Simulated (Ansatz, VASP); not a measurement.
LiCl: VASP beside Ansatz

```
CELL_PARAMETERS angstrom
-0.00117 -2.57273 -2.57676
-2.57764 -0.00001 -2.57785
2.57663 2.57510 -5.15464
ATOMIC_POSITIONS crystal
Li 0.25371 0.24925 0.24980
Li 0.74509 0.75544 0.74973
Cl 0.00084 0.99732 0.00029
Cl 0.50036 0.49799 0.50018
```

Change from the starting cell: cell x2, atoms moved at random (sigma 0.1 Å) and cell strained at random (1.5 %), then relaxed without symmetry.

Alike in both runs: functional PBE; k mesh 6 × 6 × 6; occupations gaussian, width 0.1 eV; no spin polarisation.

Ansatz relaxed the structure, and its values are those at the end. VASP's run is a single point on that final structure, the one shown.

|  | VASP | Ansatz |
| --- | --- | --- |
| version | VASP 6.6.1 | Ansatz 0.2.0 |
| potentials or method | VASP PAW PBE potentials, release 64 (Li_sv, Cl) | scalar-relativistic, plane waves, PAW |
| plane-wave cutoff (eV) | 520 | 420 |
| valence electrons in the cell | 20 | 20 |

```csv
,VASP,Ansatz,Ansatz less VASP
gap on the k mesh at the Fermi level (eV),6.26,6.25,-0.012
least direct gap on the mesh (eV),6.26,6.25,-0.012
rms of the force components (eV/Å),0.007,0.007,0.0000
```

 A k mesh can miss the band edges.
